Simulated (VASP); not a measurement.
A run of VASP 6.6.1:

Contents of INCAR:

```
SYSTEM = Ta
PREC = Accurate
ENCUT = 520
EDIFF = 1E-6
ISMEAR = -1
SIGMA = 0.1
LREAL = .FALSE.
LASPH = .TRUE.
NELM = 60
ALGO = Normal
ISIF = 2
LWAVE = .FALSE.
LCHARG = .FALSE.
NBANDS = 18
```

Contents of KPOINTS:

```
Automatic mesh
0
G
  15 15 15
  0 0 0
```

The input POSCAR:

```
Ta
1.0
    0.0000000000      2.9669587112      2.9669587112
    2.9669587112      0.0000000000      2.9669587112
    2.9669587112      2.9669587112      0.0000000000
Ta
2
Direct
    0.1250000000      0.1250000000      0.1250000000
    0.8750000000      0.8750000000      0.8750000000
```

Potentials or basis: VASP PAW LDA potentials, release 64 (Ta_pv).

Launch:

```console
$ cat potpaw_LDA.64/Ta_pv/POTCAR > POTCAR
$ mpirun -np 1 vasp_std > vasp.out
```

Hardware: 1 thread of Intel(R) Xeon(R) 6975P-C (Granite Rapids), on a shared host.

Question: Estimate the wall time of this run.

Answer: It took 24 s on 1 thread of Intel(R) Xeon(R) 6975P-C (Granite Rapids) (shared host), peak memory 0.21 GiB. Counts: scf iterations 11, k points 120.
